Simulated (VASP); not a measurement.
# HfS2 (P-3m1) in VASP: settings compared

The runs below take HfS2 through relaxation of cell and atoms, with LDA, optB88-vdW.

Everything below comes from runs of VASP 6.6.1. Logs are shortened: lines on timing, memory, paths and dates and some standing lists are left out, and cuts for length are marked.

## 1. The structure

It takes space group P-3m1 (No. 164, trigonal). Conventional cell: a = 3.640 Å, b = 3.640 Å, c = 6.056 Å, α = 90.00°, β = 90.00°, γ = 120.00°. Hf (site symmetry -3m) has 6 S at 2.54 Å as nearest neighbours. S (site symmetry 3m) has 3 Hf at 2.54 Å as nearest neighbours.

The cell is a database's computed one.

## 2. Relaxation of cell and atoms, LDA, target pressure 8 GPa, at which the enthalpy is minimised

Contents of INCAR:

```
PREC = Accurate
ENCUT = 400
EDIFF = 1E-7
ISMEAR = 0
SIGMA = 0.02
LREAL = F
LASPH = T
NELM = 100
ALGO = Normal
ISIF = 3
LWAVE = F
LCHARG = F
IBRION = 2
NSW = 60
EDIFFG = -0.003
PSTRESS = 80
```

Contents of KPOINTS:

```
Automatic mesh
0
Gamma
  12 12 6
```

Contents of POSCAR:

```
HfS2
1.0
    3.6396641800      0.0000000000      0.0000000000
   -1.8198320900      3.1520416411      0.0000000000
    0.0000000000      0.0000000000      6.0555624700
Hf S
1 2
Direct
    0.0000000000      0.0000000000      0.0000000000
    0.6666666700      0.3333333300      0.7639520500
    0.3333333300      0.6666666700      0.2360479500
```

Potentials or basis: VASP PAW LDA potentials, release 64 (Hf_pv, S).

Launch:

```sh
$ cat potpaw_LDA.64/Hf_pv/POTCAR potpaw_LDA.64/S/POTCAR > POTCAR
$ mpirun -np 1 vasp_std > vasp.out
```

OUTCAR:

```text
PREC = Accurate
   ENCUT = 400
   EDIFF = 1E-7
   ISMEAR = 0
   LREAL = F
   LASPH = T
   NELM = 100
   ISIF = 3
   IBRION = 2
   NSW = 60
   EDIFFG = -0.003
   PSTRESS = 80

 ion  position               nearest neighbor table
   1  0.000  0.000  0.000-   2 2.54   3 2.54   3 2.54   2 2.54   2 2.54   3 2.54
   2  0.667  0.333  0.764-   1 2.54   1 2.54   1 2.54
   3  0.333  0.667  0.236-   1 2.54   1 2.54   1 2.54

  LATTYP: Found a hexagonal cell.
 ALAT       =     3.6396641800
 C/A-ratio  =     1.6637695596

  Lattice vectors:

 A1 = (   3.6396641800,   0.0000000000,   0.0000000000)
 A2 = (  -1.8198320900,   3.1520416411,   0.0000000000)
 A3 = (   0.0000000000,   0.0000000000,   6.0555624700)

Analysis of symmetry for initial positions (statically):
=====================================================================
 Subroutine PRICEL returns:
 Original cell was already a primitive cell.

 Routine SETGRP: Setting up the symmetry group for a
 hexagonal supercell.

 Subroutine GETGRP returns: Found 12 space group operations
 (whereof 12 operations were pure point group operations)
 out of a pool of 24 trial point group operations.

The static configuration has the point symmetry D_3d.

Analysis of symmetry for dynamics (positions and initial velocities):
=====================================================================
 Subroutine PRICEL returns:
 Original cell was already a primitive cell.

 Routine SETGRP: Setting up the symmetry group for a
 hexagonal supercell.

 Subroutine GETGRP returns: Found 12 space group operations
 (whereof 12 operations were pure point group operations)
 out of a pool of 24 trial point group operations.

The dynamic configuration has the point symmetry D_3d.

 Subroutine INISYM returns: Found 12 space group operations
 (whereof 12 operations are pure point group operations),
 and found     1 'primitive' translations

----------------------------------------------------------------------------------------

                                     Primitive cell

  volume of cell :      69.4717

  direct lattice vectors                    reciprocal lattice vectors
     3.639664180  0.000000000  0.000000000     0.274750623  0.158627346  0.000000000
    -1.819832090  3.152041641  0.000000000     0.000000000  0.317254692  0.000000000
     0.000000000  0.000000000  6.055562470     0.000000000  0.000000000  0.165137426

  length of vectors
     3.639664180  3.639664180  6.055562470     0.317254692  0.317254692  0.165137426

  position of ions in fractional coordinates (direct lattice)
     0.000000000  0.000000000  0.000000000
     0.666666670  0.333333330  0.763952050
     0.333333330  0.666666670  0.236047950

  ion indices of the primitive-cell ions
   primitive index   ion index
                 1           1
                 2           2
                 3           3

----------------------------------------------------------------------------------------

 KPOINTS: Automatic mesh

Automatic generation of k-mesh.
 Grid dimensions read from file:
 generate k-points for:   12   12    6

 Generating k-lattice:

  Cartesian coordinates                     Fractional coordinates (reciprocal lattice)
     0.022895885  0.013218945  0.000000000     0.083333333  0.000000000  0.000000000
     0.000000000  0.026437891  0.000000000     0.000000000  0.083333333  0.000000000
     0.000000000  0.000000000  0.027522904     0.000000000  0.000000000  0.166666667

  Length of vectors
     0.026437891  0.026437891  0.027522904

  Shift w.r.t. Gamma in fractional coordinates (k-lattice)
     0.000000000  0.000000000  0.000000000

 Subroutine IBZKPT returns following result:
 ===========================================

 Found    100 irreducible k-points:

 Following reciprocal coordinates:
            Coordinates               Weight
  0.000000  0.000000  0.000000      1.000000
  0.083333 -0.000000  0.000000      6.000000
  0.166667 -0.000000  0.000000      6.000000
  0.250000  0.000000  0.000000      6.000000
  0.333333 -0.000000  0.000000      6.000000
  0.416667 -0.000000  0.000000      6.000000
[... 16 lines left out ...]
  0.166667 -0.000000  0.166667      6.000000
  0.000000  0.166667  0.166667      6.000000
 [... further k-points ...]
   k-points           NKPTS =    100   k-points in BZ     NKDIM =    100   number of bands    NBANDS=     15
   number of dos      NEDOS =    301   number of ions     NIONS =      3
   total plane-waves  NPLWV =  23040
   dimension x,y,z NGX =    24 NGY =   24 NGZ =   40
   dimension x,y,z NGXF=    48 NGYF=   48 NGZF=   80
   ions per type =               1   2
   NGX,Y,Z   is equivalent  to a cutoff of  10.96, 10.96, 10.98 a.u.
   NGXF,Y,Z  is equivalent  to a cutoff of  21.92, 21.92, 21.96 a.u.
 SYSTEM =  unknown system
   PREC   = accura    normal or accurate (medium, high low for compatibility)
   ISTART =      0    job   : 0-new  1-cont  2-samecut
   ICHARG =      2    charge: 1-file 2-atom 10-const
   ISPIN  =      1    spin polarized calculation?
   LNONCOLLINEAR =      F non collinear calculations
   LSORBIT =      F    spin-orbit coupling
   LASPH  =      T    aspherical Exc in radial PAW
   ENCUT  =  400.0 eV  29.40 Ry    5.42 a.u.   5.94  5.94  9.88*2*pi/ulx,y,z
   NELM   =    100;   NELMIN=  2; NELMDL= -5     # of ELM steps
   EDIFF  = 0.1E-06   stopping-criterion for ELM
   LREAL  =      F    real-space projection
   EDIFFG = -.3E-02   stopping-criterion for IOM
   NSW    =     60    number of steps for IOM
   IBRION =      2    ionic relax: 0-MD 1-quasi-New 2-CG
   NFREE  =      1    steps in history (QN), initial steepest desc. (CG)
   ISIF   =      3    stress and relaxation
   ISYM   =      2    0-nonsym 1-usesym 2-fastsym
   POTIM  = 0.5000    time-step for ionic-motion
   TEBEG  =    0.0;   TEEND  =   0.0 temperature during run
   PSTRESS=   80.0 pullay stress
   NELECT =      22.0000    total number of electrons
   NUPDOWN=      -1.0000    fix difference up-down
   EMIN   =  10.00;   EMAX   =-10.00  energy-range for DOS
   EFERMI =   0.00;   METHOD = LEGACY
   ISMEAR =     0;   SIGMA  =   0.02  broadening in eV -4-tet -1-fermi 0-gaus
   EFERMI_NEDOS =   21; number of points for ismear=-14 and -15
   IALGO  =     38    algorithm
   IMIX   =      4    mixing-type and parameters
     AMIX     =   0.40;   BMIX     =  1.00
     AMIX_MAG =   1.60;   BMIX_MAG =  1.00
  volume/ion in A,a.u.               =      23.16       156.27
  Fermi-wavevector in a.u.,A,eV,Ry     =   1.115869  2.108686 16.941474  1.245163
  Thomas-Fermi vector in A             =   2.252478
   LORBIT       =      0    0 simple, 1 ext, 2 COOP (PROOUT), +10 PAW based schemes
   GGA     = CA    functional components
   LHFCALC =     F    Hartree Fock is set to
   AEXX    =    0.0000 exact exchange contribution
   IVDW    =     0    specifies the selected vdW correction
   LEPSILON=     F    determine dielectric tensor
   LRPA    =     F    only Hartree local field effects (RPA)
 conjugate gradient relaxation of ions
 non-spin polarized calculation
 Gauss-broadening in eV      SIGMA  =   0.02
  energy-cutoff  :      400.00
  volume of cell :       69.47
 maximum number of plane-waves:      1290
   NGX = 11   NGY = 11   NGZ = 19

--------------------------------------- Ionic step        1  -------------------------------------------

 number of electron      22.0000004 magnetization

 Free energy of the ion-electron system (eV)
  ---------------------------------------------------
  ext. energy  EPLUGINS =         0.00000000
  ---------------------------------------------------
  free energy    TOTEN  =       -24.80725370 eV

  energy without entropy =      -24.80725370  energy(sigma->0) =      -24.80725370

 E-fermi :   2.8350     XC(G=0):  -9.7752

 val. band max:        2.7335154814   @ k =   0.0833   0.0833   0.0000
 cond. band min:       3.7769922412   @ k =   0.5000   0.0000   0.5000
 fundamental gap:      1.0434767598
 Fermi energy:         2.8349697770

 k-point     1 :       0.0000    0.0000    0.0000
  band No.  band energies     occupation
      1     -27.8084      2.00000
      2     -27.7005      2.00000
      3     -27.7005      2.00000
      4     -10.2038      2.00000
      5      -8.5222      2.00000
      6      -1.8705      2.00000
      7      -0.0304      2.00000
      8      -0.0304      2.00000
      9       2.6712      2.00000
     10       2.7123      2.00000
     11       2.7123      2.00000
     12       4.6107      0.00000
     13       4.6107      0.00000
     14       5.2759      0.00000
[... 401 lines left out ...]
      2     -27.7498      2.00000
      3     -27.7116      2.00000
      4      -9.8580      2.00000
      5      -8.6207      2.00000
      6      -1.4006      2.00000
      7      -0.3272      2.00000
      8       0.1143      2.00000
      9       1.0481      2.00000
     10       2.1287      2.00000
     11       2.5624      2.00000
     12       4.4999      0.00000
     13       5.3777      0.00000
     14       5.9420      0.00000
     15       7.6223      0.00000

 [... further k-points ...]
[... 5 lines left out ...]
  --------------------------------------------------------------------------------------
  -------------------------------------------------------------------------------------
  Total       -2.0999975     -2.0999975     -1.3204654      0.0000000      0.0000000     -0.0000000
  in kB      -48.4307959    -48.4307959    -30.4529853      0.0000000      0.0000000     -0.0000000
  external PRESSURE =    -122.4381924 kB  Pullay stress =      80.0000000 kB
[... 100 lines left out ...]
  energy  without entropy=      -24.7668896475  energy(sigma->0) =      -24.76688965

  enthalpy is  TOTEN    =       -21.6322311194 eV   P V=        3.1346585280

[... ionic steps 4 to 15 ...]

--------------------------------------- Ionic step       16  -------------------------------------------

 number of electron      21.9999998 magnetization

------------------------ aborting loop because EDIFF is reached ----------------------------------------
[... 73 lines left out ...]
--------------------------------------- Ionic step       18  -------------------------------------------

 number of electron      21.9999998 magnetization

 Free energy of the ion-electron system (eV)
  ---------------------------------------------------
  ext. energy  EPLUGINS =         0.00000000
  ---------------------------------------------------
  free energy    TOTEN  =       -24.72361243 eV

  energy without entropy =      -24.72353604  energy(sigma->0) =      -24.72357424

 E-fermi :   5.8434     XC(G=0): -11.0653

 val. band max:        5.8367957338   @ k =   0.0833  -0.0000   0.0000
 cond. band min:       5.9360977258   @ k =   0.0000   0.4167   0.3333
 fundamental gap:      0.0993019919
 Fermi energy:         5.8434224561

 k-point     1 :       0.0000    0.0000    0.0000
  band No.  band energies     occupation
      1     -24.9461      2.00000
      2     -24.7671      2.00000
      3     -24.7671      2.00000
      4      -8.7042      2.00000
      5      -6.0235      2.00000
      6      -0.7204      2.00000
      7       2.4046      2.00000
      8       2.4046      2.00000
      9       5.4870      2.00000
     10       5.4870      2.00000
     11       5.9915      0.00000
     12       7.2938      0.00000
     13       7.2938      0.00000
     14       7.5632      0.00000
[... 401 lines left out ...]
      2     -24.8583      2.00000
      3     -24.7871      2.00000
      4      -8.2100      2.00000
      5      -6.3012      2.00000
      6      -0.0273      2.00000
      7       2.2693      2.00000
      8       2.4971      2.00000
      9       3.1012      2.00000
     10       4.8651      2.00000
     11       5.3412      2.00000
     12       6.9575      0.00000
     13       8.0926      0.00000
     14       8.5661      0.00000
     15      10.2563      0.00000

 [... further k-points ...]
[... 5 lines left out ...]
  --------------------------------------------------------------------------------------
  -------------------------------------------------------------------------------------
  Total        2.7170525      2.7170525      2.7260396     -0.0000000      0.0000000      0.0000000
  in kB       79.8981928     79.8981928     80.1624683     -0.0000000      0.0000000      0.0000000
  external PRESSURE =      -0.0137154 kB  Pullay stress =      80.0000000 kB
[... 22 lines left out ...]
  energy  without entropy=      -24.7235360439  energy(sigma->0) =      -24.72357424

  enthalpy is  TOTEN    =       -22.0030978201 eV   P V=        2.7205146139

 reached required accuracy - stopping structural energy minimisation
```

Wall time 3.6 min (1 thread of Intel Xeon 6975P-C (Granite Rapids), shared host); peak memory 0.19 GiB.

What came out:

```
Free energy                                            : -24.7236 eV
Relaxed volume                                         : 18.16 Å³/atom
Relaxed cell                                           : a = 3.446 Å, b = 3.446 Å, c = 5.297 Å, α = 90.00°, β = 90.00°, γ = 120.00°
Space group after relaxing (to 0.05 Å)                 : P-3m1 (No. 164)
Energy change on relaxing (the enthalpy is what falls) : +27.9 meV/atom
Ionic steps                                            : 18
Pressure after relaxing                                : 8.0 GPa
Band gap on the k mesh                                 : none (metal or under the smearing width)
```

Step by step:
```tsv
step	energy change (eV)	largest force (eV/Å)	pressure (GPa)	volume (Å³)
1	0.0000	0.2454	-4.24	69.47
2	1.3263	4.4575	38.12	53.15
3	0.0404	1.1677	7.04	62.78
4	0.0523	1.2323	7.58	62.53
5	0.0262	0.9485	7.53	60.71
6	0.1257	0.0127	8.09	55.45
7	0.1164	0.0950	8.56	53.97
8	0.1263	0.1279	8.70	53.74
9	0.0796	0.1290	7.26	54.59
10	0.0811	0.1293	7.29	54.56
11	0.0866	0.1443	8.73	54.45
12	0.0826	0.0088	8.01	54.51
13	0.0826	0.0114	8.02	54.51
14	0.0818	0.0061	7.96	54.52
15	0.0817	0.0050	7.95	54.52
16	0.0835	0.0099	8.03	54.49
17	0.0831	0.0088	8.02	54.49
18	0.0836	0.0019	8.00	54.48
```

Final structure:
```
Hf S
1.0
     3.44638    0.00000    0.00000
    -1.72319    2.98465    0.00000
     0.00000    0.00000    5.29681
Hf S
1 2
Cartesian
  0.0000 0.0000 0.0000
  1.7232 0.9949 3.8275
  0.0000 1.9898 1.4693
```

Caveat: the cell is relaxed towards a set pressure, so the enthalpy falls and the energy may rise; the volume moved by over 15 % at a fixed basis, so the end points are rough. Spin-orbit coupling is left out, which matters for the levels of Hf.

## 3. Relaxation of cell and atoms, optB88-vdW, target pressure 2 GPa, at which the enthalpy is minimised

Contents of INCAR:

```
PREC = Accurate
ENCUT = 400
EDIFF = 1E-7
ISMEAR = 0
SIGMA = 0.02
LREAL = F
LASPH = T
NELM = 80
ALGO = Normal
ISIF = 3
LWAVE = F
LCHARG = F
GGA = BO
LUSE_VDW = T
AGGAC = 0.0
PARAM1 = 0.1833333333
PARAM2 = 0.22
IBRION = 2
NSW = 60
EDIFFG = -0.003
PSTRESS = 20
```

Contents of KPOINTS:

```
regular mesh
0
Gamma
  12 12 6
```

POSCAR is that of step 2.

Potentials or basis: VASP PAW PBE potentials, release 64 (Hf_pv, S).

Launch:

```sh
$ cat potpaw_PBE.64/Hf_pv/POTCAR potpaw_PBE.64/S/POTCAR > POTCAR
$ mpirun -np 1 vasp_std > vasp.out
```

It took 13 min on 1 thread of Intel Xeon Platinum 8259CL at 2.50GHz (Skylake/Cascade Lake), shared host; peak memory 0.38 GiB.

Results (log left out):

| Quantity | Value |
| --- | --- |
| Free energy | -17.4153 eV |
| Relaxed volume | 21.30 Å³/atom |
| Relaxed cell | a = 3.605 Å, b = 3.605 Å, c = 5.677 Å, α = 90.00°, β = 90.00°, γ = 120.00° |
| Space group after relaxing (to 0.05 Å) | P-3m1 (No. 164) |
| Energy change on relaxing (the enthalpy is what falls) | +1.6 meV/atom |
| Ionic steps | 14 |
| Pressure after relaxing | 2.0 GPa |
| Band gap on the k mesh | 0.77 eV, indirect (least direct gap 1.74 eV) |

Step by step:
```tsv
step	energy change (eV)	largest force (eV/Å)	pressure (GPa)	volume (Å³)
1	0.0000	0.2977	0.79	69.47
2	0.0076	0.4354	2.56	67.73
3	0.0149	0.4928	3.31	67.04
4	0.0107	0.4162	3.11	66.77
5	0.0049	0.1852	2.53	65.94
6	0.0248	0.2847	1.49	64.30
7	0.0095	0.0441	2.01	65.11
8	0.0044	0.0467	1.86	64.91
9	0.0002	0.0606	1.53	64.36
10	0.0016	0.0670	1.45	64.20
11	0.0084	0.0602	2.47	63.65
12	0.0048	0.0013	2.00	63.90
13	0.0047	0.0001	1.99	63.91
14	0.0048	0.0004	1.99	63.91
```

Final structure:
```cif
data_structure
_symmetry_space_group_name_H-M 'P 1'
_symmetry_Int_Tables_number 1
_cell_length_a 3.6055
_cell_length_b 3.6055
_cell_length_c 5.6767
_cell_angle_alpha 90.000
_cell_angle_beta 90.000
_cell_angle_gamma 120.000
_cell_volume 63.91
loop_
_atom_site_label
_atom_site_type_symbol
_atom_site_fract_x
_atom_site_fract_y
_atom_site_fract_z
_atom_site_occupancy
Hf1 Hf 0.00000 0.00000 0.00000 1
S1 S 0.66667 0.33333 0.74354 1
S2 S 0.33333 0.66667 0.25646 1
```

Levels at points of the mesh, in eV from the valence-band top:
```csv
k point,band 9,band 10,band 11,band 12,band 13,band 14
"(0.00, 0.00, 0.00)",-0.27,-0.27,0.00,1.74,1.74,2.29
"(0.50, 0.00, 0.00)",-2.66,-2.37,-1.62,0.91,3.81,3.90
"(0.00, 0.00, 0.50)",-2.28,-0.49,-0.49,1.68,1.68,2.59
"(0.50, 0.00, 0.50)",-2.61,-1.21,-0.97,0.77,3.79,3.94
```

Caveat: the cell is relaxed towards a set pressure, so the enthalpy falls and the energy may rise; the PAW data sets were made with another functional, which shifts forces and pressure a little; spin-orbit coupling is left out, which moves the levels of the heavy elements. A k mesh can miss the band edges.
